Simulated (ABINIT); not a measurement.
Here is an ABINIT 10.8.3 (patched build) calculation.

run.abi

```
ndtset 7
getwfk -1
scalecart1 3*0.9795861087
scalecart2 3*0.9864848297
scalecart3 3*0.9932883884
scalecart4 3*1.0000000000
scalecart5 3*1.0066227096
scalecart6 3*1.0131594038
scalecart7 3*1.0196128224

pp_dirpath "./"
pseudos "Cd.GGA_PBE-JTH.xml, S.GGA_PBE-JTH.xml"

acell 7.7942771716 7.7942771716 7.7942771716
rprim
     0.0000000000     0.7071067812     0.7071067812
     0.7071067812     0.0000000000     0.7071067812
     0.7071067812     0.7071067812     0.0000000000
ntypat 2
znucl 48 16
natom 2
typat 1 2
xred
     0.0000000000     0.0000000000     0.0000000000
     0.7500000000     0.7500000000     0.7500000000

ecut 26.0
pawecutdg 48.0
pawxcdev 0

kptopt 1
ngkpt 8 8 8
nshiftk 1
shiftk 0.0 0.0 0.0

ixc 15

nband 13
occopt 3
tsmear 0.00183747

nstep 100
tolvrs 1.0e-9

iomode 3
prtwf 1
prtden 0
prteig 0
prtebands 0
enunit 1
```

Potentials or basis: JTH PAW PBE v2.0.

Launch:

```sh
$ abinit run.abi > log 2>&1
```

Question: Estimate the equilibrium volume.

Answer: Outside the volumes run.

Energy against volume, from the lowest point:
```
volume (Å³/atom)  energy (meV/atom)
          23.319             129.83
          23.815              59.85
          24.312              48.05
          24.808              29.99
          25.304              16.25
          25.800               6.34
          26.296               0.00
```

Caveat: the PAW data sets were made with another functional, which shifts forces and pressure a little.
